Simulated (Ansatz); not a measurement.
input.yaml

```yaml
accuracy: low
crystal:
  lattice:
    - [0.0, 5.66, 5.66]
    - [5.66, 0.0, 5.66]
    - [5.66, 5.66, 0.0]
  atoms:
    - { symbol: Ge, position: [0.0, 0.0, 0.0] }
    - { symbol: Ge, position: [0.125, 0.125, 0.125] }
    - { symbol: Ge, position: [0.0, 0.0, 0.5] }
    - { symbol: Ge, position: [0.125, 0.125, 0.625] }
    - { symbol: Ge, position: [0.0, 0.5, 0.0] }
    - { symbol: Ge, position: [0.125, 0.625, 0.125] }
    - { symbol: Ge, position: [0.0, 0.5, 0.5] }
    - { symbol: Ge, position: [0.125, 0.625, 0.625] }
    - { symbol: Ge, position: [0.5, 0.0, 0.0] }
    - { symbol: Ge, position: [0.625, 0.125, 0.125] }
    - { symbol: Ge, position: [0.5, 0.0, 0.5] }
    - { symbol: Ge, position: [0.625, 0.125, 0.625] }
    - { symbol: Ge, position: [0.5, 0.5, 0.0] }
    - { symbol: Ge, position: [0.625, 0.625, 0.125] }
    - { symbol: Ge, position: [0.5, 0.5, 0.5] }
    - { symbol: Ge, position: [0.625, 0.625, 0.625] }
    - { symbol: Ge, position: [0.8685653, 0.3757935, 0.3851272] }
basis:
  ecutwfc: 420.0
kpoints:
  mp_grid: { grid: [2, 2, 2] }
hamiltonian:
  xc: pbesol
scf:
  occupations: { method: fermi_dirac, width: 0.15 }
  lower_state_search: "off"
relax:
  f_tol: 0.08
  max_steps: 25
  adjacent_minimum: "off"
output:
  write_density: true
  write_potential: true
  elf: true
  volumetric_format: npy
```

Launched with:

```bash
$ ansatz run input.yaml --threads 2 --pin off --max-ram 5120MiB --backend cpu --events-out ev --progress --plain --runs-dir out
```

Hardware: 2 threads of Arm Neoverse V2, on a shared host.

Roughly how long does this run take, and how much memory?

34 s, with a peak of 1 GiB, for 3 ionic steps.
